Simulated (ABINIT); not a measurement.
The system is CuAu.

```xyz
2
Lattice="2.8107 0.0000 0.0000 0.0000 2.8107 0.0000 0.0000 0.0000 3.6850" Properties=species:S:1:pos:R:3 pbc="T T T"
Au    0.0000    0.0000    0.0000
Cu    1.4054    1.4054    1.8425
```

* Program: ABINIT 10.8.3 (patched build)
* Task: relaxation of cell and atoms
* Functional: PBE
* Potentials or basis: Ansatz PAW PBE default generated set, frozen core
* Cutoff: 419 eV
* k mesh: 7 × 7 × 5
* Occupations: fermi-dirac, width 0.05 eV
* Spin: no spin polarisation

At the start: pressure 4.6 GPa; volume 14.56 Å³/atom.

Problem. How do energy, volume and symmetry change on relaxing?

Solution. Over 10 steps the energy falls by 6.4 meV/atom and the volume is 14.97 Å³/atom (+2.9 %); space group P4/mmm (No. 123, to 0.05 Å).

The path:
| step | energy change (eV) | largest force (eV/Å) | pressure (GPa) | volume (Å³) |
| --- | --- | --- | --- | --- |
| 1 | 0.0000 | 0.0000 | 4.56 | 29.11 |
| 2 | -0.0089 | 0.0000 | 2.31 | 29.52 |
| 3 | -0.0123 | 0.0000 | 0.08 | 29.96 |
| 4 | -0.0123 | 0.0000 | -0.04 | 29.98 |
| 5 | -0.0124 | 0.0000 | -0.21 | 30.02 |
| 6 | -0.0126 | 0.0000 | -0.26 | 30.02 |
| 7 | -0.0127 | 0.0000 | -0.17 | 29.99 |
| 8 | -0.0127 | 0.0000 | -0.04 | 29.95 |
| 9 | -0.0127 | 0.0000 | -0.01 | 29.95 |
| 10 | -0.0127 | 0.0000 | 0.00 | 29.94 |

Final structure:
```
Au Cu
1.0
     2.85550    0.00000    0.00000
     0.00000    2.85550    0.00000
     0.00000    0.00000    3.67245
Au Cu
1 1
Direct
  0.00000 0.00000 0.00000
  0.50000 0.50000 0.50000
```

Caveat: the atomic spheres overlap.
